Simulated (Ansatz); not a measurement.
## BaTiO3 in Ansatz: the effect of target pressure

The system is BaTiO3.

```
Ba Ti O
1.0
     3.99980    0.00000    0.00000
     0.00000    3.99980    0.00000
     0.00000    0.00000    4.01800
Ba Ti O
1 1 3
Cartesian
  0.0000 0.0000 0.0000
  1.9999 1.9999 1.9688
  0.0000 1.9999 2.0773
  1.9999 0.0000 2.0773
  1.9999 1.9999 0.0763
```

Alike in all runs:

```yaml
Program: Ansatz 0.2.0
Task: relaxation of cell and atoms
Functional: PBE
Potentials_or_basis: Ansatz PAW
Cutoff: "420 eV (not typed: the program's choice for these potentials)"
k_mesh: 7 × 7 × 7
Occupations: fermi-dirac, width 0.05 eV
Spin: no spin polarisation
```

Each run relaxes the cell or the atoms first.

| target pressure | relaxed volume (Å³/atom) | gap on the mesh (eV) |
| --- | --- | --- |
| 0 GPa | 13.34 | 1.94 |
| 2 GPa | 13.07 | 1.96 |
| 5 GPa | 12.75 | 1.98 |
| 10 GPa | 12.35 | 2.02 |
| 20 GPa | 11.77 | 1.99 |
| 30 GPa | ? | ? |

Question: What does the run with target pressure 30 GPa give?

Answer: Relaxed volume 11.34 Å³/atom; gap on the mesh 2.01 eV.

Worked out: In Murnaghan's law V^(-B') rises as a straight line in P. The other rows fit best with B' = 7.9, V0 = 13.33 Å³/atom and B0 = 94 GPa, which gives 11.37 Å³/atom at 30 GPa, against the run's 11.34. A parabola through the other rows of the gap on the mesh, of slope -0.0173 eV per GPa there, extrapolates to 1.87 eV, against the run's 2.01. The fit is too stiff a form for this range.

Caveats: odd divisions of the mesh miss points on the zone boundary, where band edges often lie, so the gap on the mesh can be too wide; the plane-wave basis is chosen anew once the cell has moved, so the energies of steps on either side of that aren't comparable; spin-orbit coupling is left out, which moves the levels of the heavy elements.

A k mesh can miss the band edges.
